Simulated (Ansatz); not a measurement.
Consider the following.

```
CELL_PARAMETERS angstrom
      2.67594     1.54495     4.35773
     -2.67594     1.54495     4.35773
      0.00000    -3.08991     4.35773
ATOMIC_POSITIONS crystal
  La 0.25000 0.25000 0.25000
  La 0.75000 0.75000 0.75000
  Al 0.00000 0.00000 0.00000
  Al 0.50000 0.50000 0.50000
  O  0.77796 0.72204 0.25000
  O  0.25000 0.77796 0.72204
  O  0.72204 0.25000 0.77796
  O  0.22204 0.27796 0.75000
  O  0.75000 0.22204 0.27796
  O  0.27796 0.75000 0.22204
```

No spin polarisation.

Calculations: r2SCAN in Ansatz (plane waves to 500 eV, PAW, no SOC). Γ-centred 8×8×8 mesh, Fermi–Dirac width 0.05 eV.

What is the computed width of the top valence band?

0.53 eV.

Estimate the smallest direct gap.

4.42 eV.

Load acts through the strain it causes; cell and atoms are relaxed under it. Stability against distortions was not tested. The cell was made from LaAlO3 (space group R-3c, No. 167) by this change: pressure 1.8 GPa.

Ansatz is a first-principles code.
